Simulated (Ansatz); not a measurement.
# CsSnI3: the cost of one run

The runs shown are made with Ansatz 0.2.0. PAW datasets, plane waves. The values are computed, spin-unpolarised, and not measurements.

The COD cell was measured well above room temperature, so it is larger than a cold one.

## (1) The structure to begin with

The unstrained cell was relaxed with r2SCAN; in each strained cell the atoms were relaxed again with r2SCAN. Names of k-points are those of the unstrained zone, where strain can split equivalent points. First state: no strain.

The symmetry is Pm-3m (No. 221, cubic); a = 6.241 Å in the conventional setting, 48.63 Å³ an atom. Cs has 12 I at 4.41 Å; Sn has 6 I at 3.12 Å; I has 2 Sn at 3.12 Å and 4 Cs at 4.41 Å.

As a file:

```
CELL_PARAMETERS angstrom
6.24140 0.00000 0.00000
0.00000 6.24140 0.00000
0.00000 0.00000 6.24140
ATOMIC_POSITIONS crystal
Cs 0.00000 0.00000 0.00000
Sn 0.50000 0.50000 0.50000
I 0.00000 0.50000 0.50000
I 0.50000 0.00000 0.50000
I 0.50000 0.50000 0.00000
```

## (2) No strain: PBE

input.yaml reads:

```yaml
crystal:
  lattice:
    - [6.2414001339, 0.0, 0.0]
    - [0.0, 6.2414001339, 0.0]
    - [0.0, 0.0, 6.2414001339]
  atoms:
    - { symbol: Cs, position: [0.0, 0.0, 0.0] }
    - { symbol: Sn, position: [0.5, 0.5, 0.5] }
    - { symbol: I, position: [0.0, 0.5, 0.5] }
    - { symbol: I, position: [0.5, 0.0, 0.5] }
    - { symbol: I, position: [0.5, 0.5, 0.0] }
kpoints:
  mp_grid: { grid: [4, 4, 4] }
  band_path:
    path: [[0.0, 0.0, 0.0], [0.0, 0.5, 0.0], [0.5, 0.5, 0.0], [0.5, 0.5, 0.5]]
    npoints: 1
hamiltonian:
  xc: pbe
scf:
  occupations: { method: fermi_dirac, width: 0.02 }
  n_extra_bands: 5
output:
  forces: true
  stress: true
  eigenvalues: true
```

Started as:

```sh
ansatz run input.yaml --threads 4 --pin off --max-ram 4608MiB --backend cpu --events-out ev --progress --plain --runs-dir out
```

What time and memory should one allow on 4 threads of Arm Neoverse N1, shared host?

About 5 s, with a peak of 0.64 GiB.
